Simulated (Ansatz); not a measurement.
The calculation used DFT PBE, scalar-relativistic, plane waves, PAW in Ansatz. Settings: cutoff 420 eV, Γ-centred meshes spaced at most about 0.3 Å⁻¹, and about 0.25 Å⁻¹ or finer for metals (2π included), Gaussian smearing. No spin polarisation.

All energies are static (0 K, no zero-point motion).

Two forms of Al₅P₂ were relaxed alike.

A.

```yaml
crystal:
  lattice:
    - [3.80962, 0.00000, 0.00000]
    - [0.00000, 3.80962, 0.00000]
    - [0.00000, 0.00000, 9.96797]
  atoms:
    - { symbol: Al, position: [0.00000, 0.00000, 0.00000] }
    - { symbol: Al, position: [0.50000, 0.50000, 0.71385] }
    - { symbol: Al, position: [0.50000, 0.50000, 0.28615] }
    - { symbol: Al, position: [0.50000, 0.00000, 0.51651] }
    - { symbol: Al, position: [0.00000, 0.50000, 0.48349] }
    - { symbol: P, position: [0.50000, 0.00000, 0.14209] }
    - { symbol: P, position: [0.00000, 0.50000, 0.85791] }
```

B.

```yaml
crystal:
  lattice:
    - [-1.95093, 1.95093, 9.49827]
    - [1.95093, -1.95093, 9.49827]
    - [1.95093, 1.95093, -9.49827]
  atoms:
    - { symbol: Al, position: [0.00000, 0.00000, 0.00000] }
    - { symbol: Al, position: [0.35203, 0.35203, 0.00000] }
    - { symbol: Al, position: [0.64797, 0.64797, 0.00000] }
    - { symbol: Al, position: [0.25000, 0.75000, 0.50000] }
    - { symbol: Al, position: [0.75000, 0.25000, 0.50000] }
    - { symbol: P, position: [0.92740, 0.42740, 0.50000] }
    - { symbol: P, position: [0.57260, 0.07260, 0.50000] }
```

Question: Which form is favoured at zero pressure, and by what margin per atom?

Answer: A is lower, by 13 meV/atom. A has space group P-4m2 (No. 115), 20.7 Å³/atom and no gap on its mesh; B has space group I-4m2 (No. 119), 20.7 Å³/atom and no gap. Counting Al atoms around P (those within 1.25 times the shortest such distance or 1.15 times the sum of covalent radii, 1.27 where that leaves under three), A and B both have P 4. Both come from invented guesses.

For metals, differences of a few meV/atom aren't resolved. In P-4m2, I-4m2 an odd number of electrons in the primitive cell allows no gap without spin; a larger cell or a magnetic state could open one. Cells relaxed within their symmetry can be saddle points.
